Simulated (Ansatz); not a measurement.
The system is CdF2.

```
CELL_PARAMETERS angstrom
0.00000 2.69400 2.69400
2.69400 0.00000 2.69400
2.69400 2.69400 0.00000
ATOMIC_POSITIONS crystal
Cd 0.00000 0.00000 0.00000
F 0.75000 0.75000 0.75000
F 0.25000 0.25000 0.25000
```

| Item | Value |
| --- | --- |
| Program | Ansatz 0.2.0 |
| Task | relaxation of cell and atoms |
| Functional | revPBE |
| Dispersion | D4 |
| Potentials or basis | Ansatz PAW |
| Cutoff | 420 eV (not typed: the program's choice for these potentials) |
| k mesh | 7 × 7 × 7 |
| Occupations | fermi-dirac, width 0.05 eV |
| Spin | spin-orbit coupling, no magnetisation |

At the start: volume 13.03 Å³/atom.

Q: Where does the relaxation end?

A: It ends after 6 steps and the volume is 13.68 Å³/atom (+4.9 %); space group Fm-3m (No. 225, to 0.05 Å).

Step by step:
| step | energy change (eV) | largest force (eV/Å) | volume (Å³) |
| --- | --- | --- | --- |
| 1 | 0.0000 | 0.0000 | 39.10 |
| 2 | -0.0206 | 0.0000 | 40.81 |
| 3 | -0.0204 | 0.0000 | 40.87 |
| 4 | -0.0286 | 0.0000 | 40.87 |
| 5 | -0.0282 | 0.0000 | 41.03 |
| 6 | -0.0291 | 0.0000 | 41.03 |

Final structure:
```xyz
3
Lattice="0.0000 2.7375 2.7375 2.7375 0.0000 2.7375 2.7375 2.7375 0.0000" Properties=species:S:1:pos:R:3 pbc="T T T"
Cd    0.0000    0.0000    0.0000
F     4.1063    4.1063    4.1063
F     1.3688    1.3688    1.3688
```

Caveat: the plane-wave basis is chosen anew once the cell has moved, so the energies of steps on either side of that aren't comparable; the pressure holds a Pulay correction of +0.6 GPa for the finite cutoff; the PAW data sets come from PBE, with cores solved anew for the run's functional, which leaves a small shift of forces and pressure.
